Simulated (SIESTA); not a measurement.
PbO:

```
CELL_PARAMETERS angstrom
5.87600 0.00000 0.00000
0.00000 5.47600 0.00000
0.00000 0.00000 4.74300
ATOMIC_POSITIONS crystal
Pb 0.76900 0.51400 0.25000
Pb 0.23100 0.48600 0.75000
Pb 0.76900 0.98600 0.75000
Pb 0.23100 0.01400 0.25000
O 0.13200 0.58200 0.25000
O 0.86800 0.41800 0.75000
O 0.13200 0.91800 0.75000
O 0.86800 0.08200 0.25000
```

Base run:

- Program: SIESTA 5.4.2
- Functional: LDA
- Potentials or basis: PseudoDojo 0.4 standard (LDA files)
- Basis: DZP (energy shift 0.003 Ry; two zetas on semicore shells)
- Grid cutoff: 800 Ry
- Energy shift: 0.003 Ry
- k mesh: 5 × 5 × 6
- Occupations: fermi-dirac, width 0.05 eV
- Spin: no spin polarisation

Its results: band gap on the k mesh 1.84 eV, indirect (least direct gap 2.03 eV); pressure -2.3 GPa; largest force 1.023 eV/Å.

Problem. The run is repeated on the same cell with these changes: functional from LDA to PBEsol; potentials or basis from PseudoDojo 0.4 standard (LDA files) to PseudoDojo 0.4 standard (PBEsol files). What comes out?

Solution. Band gap on the k mesh 1.84 eV, indirect (least direct gap 2.02 eV); pressure 0.8 GPa; largest force 1.151 eV/Å.

Caveats: spin-orbit coupling is left out, which as a rule narrows the gap of such compounds by several tenths of an eV; the cell's inner coordinates are idealised or old, which leaves forces on the atoms; the basis of atomic orbitals isn't converged, which shifts pressures, moduli and gaps.
